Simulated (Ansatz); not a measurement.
# Si: frozen normal mode

The calculation used Ansatz, DFT PBE, scalar-relativistic, plane waves, PAW. Cutoff 420 eV, Γ-centred 12×12×8 k-points, Gaussian smearing of 0.05 eV. No spin polarisation. Energies are free energies at this smearing, counted from the undisturbed cell; pressure is positive in compression.

The starting cell (relaxed at this level):

```yaml
crystal:
  lattice:
    - [0.00000, -2.73488, -2.73488]
    - [-2.73488, 0.00000, -2.73488]
    - [2.73488, 2.73488, -5.46976]
  atoms:
    - { symbol: Si, position: [0.75000, 0.75000, 0.75000] }
    - { symbol: Si, position: [0.25000, 0.25000, 0.25000] }
    - { symbol: Si, position: [0.37500, 0.37500, 0.87500] }
    - { symbol: Si, position: [0.87500, 0.87500, 0.37500] }
```

A zone-centre mode of this cell is frozen in: each atom moves by x times its row below, so x is the largest displacement.
```
atom ux uy uz
 Si1   0.408  -0.817  -0.408
 Si2  -0.408   0.817   0.408
 Si3   0.408  -0.817  -0.408
 Si4  -0.408   0.817   0.408
```

```
  x (Å)  ΔE (meV/cell)
-0.3000          255.6
-0.1500           59.4
 0.0000            0.0
 0.0375            3.6
 0.0750           14.5
 0.1125           32.9
 0.1875           94.3
 0.2250          138.3
 0.2625          191.9
```

Task: Predict the pressure (GPa) at each point.

Result:
| x (Å) | pressure (GPa) |
| --- | --- |
| -0.3000 | -1.4 |
| -0.1500 | -0.4 |
| 0.0000 | 0.0 |
| 0.0375 | 0.0 |
| 0.0750 | -0.1 |
| 0.1125 | -0.2 |
| 0.1875 | -0.6 |
| 0.2250 | -0.8 |
| 0.2625 | -1.1 |

Cost: 9 runs of about 6 core-minutes in all, on Intel Xeon Processor @ 2.70GHz (shared hosts).